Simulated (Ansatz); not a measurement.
The following input was run with Ansatz 0.2.0.

```yaml
crystal:
  lattice:
    - [-1.5328195428, 1.5328195428, 1.5328195428]
    - [1.5328195428, -1.5328195428, 1.5328195428]
    - [1.5328195428, 1.5328195428, -1.5328195428]
  atoms:
    - { symbol: Cr, position: [0.0, 0.0, 0.0] }
basis:
  ecutwfc: 420
kpoints:
  mp_grid: { grid: [20, 20, 20] }
hamiltonian:
  xc: pbe
scf:
  occupations: { method: gaussian, width: 0.1 }
output:
  forces: true
  stress: true
  eigenvalues: true
  populations: true
```

It can be run as
```bash
ansatz run input.yaml --threads 1 --pin off --backend cpu --events-out ev --progress --plain --runs-dir out  # memory cap (--max-ram) not shown
```

These are results of Ansatz, DFT PBE, scalar-relativistic, plane waves, PAW, not measurements.

Abridged output:

```
Pseudopotentials: kind: paw
Pseudopotential: Cr, paw, valence charge 14, recommended cutoff 420 eV (normal)
Functional definition: PBE
Crystal: 1 atom, lattice volume = 14.406 Å³
Basis set: ecut = 420 eV, 321 PW (Γ), exchange–correlation on 36×36×36 points (8 copies of the dense FFT grid, shifted against one another)
Bands: 11, of which v1, the nominal top of the filled ones, is band 7 counted from 1 (6 counted from 0)
Symmetry: 48 space group operations
Space group: Im-3m (ITA 229), of the structure as read, at distance tolerance 2.4e-5 Å
k-points: 256 of 8000
Initial density: superposition of atomic densities (neutral atoms: chi_scale 0, normalization atom), corrected by the library's trained network
Initial wavefunctions: pseudopotential atomic-orbital guess
Functional: x = pbe(κ = 0.804, μ = 0.21951497), c = pbe(β = 0.06672455)
SCF iter   1: F=—  HF=-3377.354463 eV  |F-HF|=—  |Δ(HF+E_count)|=         —  Δρ=5.78e-3  dr2=2.29e-3  ethr=1.77e-3  ⟨swp⟩=3.8  Hψ=13335  notcnv=0
SCF iter   2: F=—  HF=-3377.354467 eV  |F-HF|=—  |Δ(HF+E_count)|=   4.03e-6  Δρ=2.24e-3  dr2=1.45e-4  ethr=1.64e-5  ⟨swp⟩=1.0  Hψ=4864  notcnv=0
SCF iter   3: F=—  HF=-3377.354593 eV  |F-HF|=—  |Δ(HF+E_count)|=   1.26e-4  Δρ=5.89e-4  dr2=1.21e-5  ethr=1.03e-6  ⟨swp⟩=1.0  Hψ=2801  notcnv=0
SCF iter   4: F=—  HF=-3377.354599 eV  |F-HF|=—  |Δ(HF+E_count)|=   5.95e-6  Δρ=2.25e-5  dr2=5.54e-8  ethr=8.62e-8  ⟨swp⟩=1.7  Hψ=3196  notcnv=0
SCF iter   5: F=-3377.354599 eV  HF=-3377.354599 eV  |F-HF|=1.18e-11  |Δ(HF+E_count)|=   5.93e-9  Δρ=1.06e-6  dr2=7.07e-11  ethr=3.96e-10  ⟨swp⟩=2.0  Hψ=3398  notcnv=0
SCF iter   6: F=-3377.354599 eV  HF=-3377.354599 eV  |F-HF|=4.55e-13  |Δ(HF+E_count)|=  5.91e-12  Δρ=1.27e-7  dr2=6.92e-13  ethr=1.00e-12  ⟨swp⟩=1.1  Hψ=7290  notcnv=0
SCF 1 converged in 6 iterations: F = -3377.354599 eV  dr2 = 6.92e-13
SCF converged after 6 iterations
Free energy (F): -3377.354599 eV
Harris-Foulkes:  -3377.354599 eV  (|F-HF|=4.55e-13)
Internal energy: -3377.350560 eV  (E = F + TS)
E sigma→0 (E₀):  -3377.352579 eV
Entropy (-TS):   -0.004039 eV (-4.039 meV/atom)
Fermi energy:    14.919745 eV
--- Per-component energies (eV) ---
  E_band       = -205.157651
  E_kinetic    = 337.915346
  E_local      = -1364.235117  (includes V_loc(G=0)·N_el)
  E_nonlocal   = 77.436139
  E_hartree    = 578.466589
  E_xc         = -138.090634
  E_vxc        = -175.998024  (∫ρ·V_xc dr)
  E_paw        = -1193.642845  (= ΣΔE_a)
  E_vpaw       = -237.209551  (= ΣTr[D̂ρ^β])
  E_aug_tail   = 0.000357  (compensation charges beyond the density's cutoff)
  E_ewald      = -1675.200395
  E_smearing   = -0.004039  (= −TS)
--- Forces (eV/Å), atoms counted from 1 ---
  atom   1  Cr     0.00000000     0.00000000     0.00000000
--- Stress (GPa, compression-positive) ---
      -35.399006       0.000000       0.000000
        0.000000     -35.399006       0.000000
        0.000000       0.000000     -35.399006
  P = ⅓ Tr σ = -35.3990 GPa (-353.990 kbar)
--- Band table (eV; the first three rows and the last of 256) ---
  k-point 0: bands = ["-56.9454", "-27.9954", "-27.9954", "-27.9954", "7.8784", "14.2444", "14.2444", "14.2444", "15.7958", "15.7958", "35.4603"]
  k-point 1: bands = ["-56.9433", "-28.0066", "-27.9990", "-27.9954", "7.9696", "14.2138", "14.2401", "14.2997", "15.7623", "15.7981", "35.0790"]
  k-point 2: bands = ["-56.9373", "-28.0392", "-28.0096", "-27.9954", "8.2386", "14.1260", "14.2200", "14.4625", "15.6786", "15.8053", "34.0661"]
  k-point 255: bands = ["-56.7998", "-28.3139", "-28.3139", "-28.3139", "11.7768", "11.7768", "16.7146", "16.7146", "16.7146", "23.7171", "23.7171"]
--- Löwdin populations: 1 site ---
  site symbol q [e]
     0     Cr     13.8855
  spilling = 0.008180 (of n_electrons = 14.000000)
```

The calculation finished and met its thresholds.